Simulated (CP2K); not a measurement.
# Re: single point with PBEsol

Crystal: Re.

```
Re
1.0
     2.76080    0.00000    0.00000
    -1.38040    2.39092    0.00000
     0.00000    0.00000    4.45820
Re
2
Cartesian
  1.3804 0.7970 3.3436
  0.0000 1.5939 1.1145
```

```
Program             : CP2K 2026.2
Task                : single point
Functional          : PBEsol
Potentials or basis : POTENTIAL_UZH Re GTH-PBE-q15; TZVP-MOLOPT-PBE-GTH basis
Density cutoff      : 6123 eV
k mesh              : 11 × 11 × 6
Occupations         : fermi-dirac, width 0.05 eV
Spin                : no spin polarisation
```

```json
{
 "Pressure": "-4.3 GPa",
 "Band gap on the k mesh": "none (metal or under the smearing width)"
}
```

Stress tensor (GPa, compression positive):
```
-4.50  0.00  0.00
 0.00 -4.50  0.00
 0.00  0.00 -3.92
```

Levels at points of the mesh, in eV from the Fermi level:
```tsv
k point	band 11	band 12	band 13	band 14	band 15	band 16	band 17	band 18	band 19	band 20
(0.00, 0.00, 0.00)	-1.56	-1.56	-1.56	-0.71	-0.71	0.22	0.22	0.53	3.42	3.42
(0.00, 0.00, 0.50)	-2.41	-2.41	-1.68	-1.68	-1.68	-1.68	2.62	2.62	2.62	2.62
```

Wall time 2.1 min on 1 thread of Arm Neoverse V1 (shared host), peak memory 0.4 GiB.

Caveat: the potentials were made for another functional, which shifts forces and pressure; the basis of atomic orbitals isn't converged, which shifts pressures, moduli and gaps. Spin-orbit coupling is left out, which matters for the levels of Re.
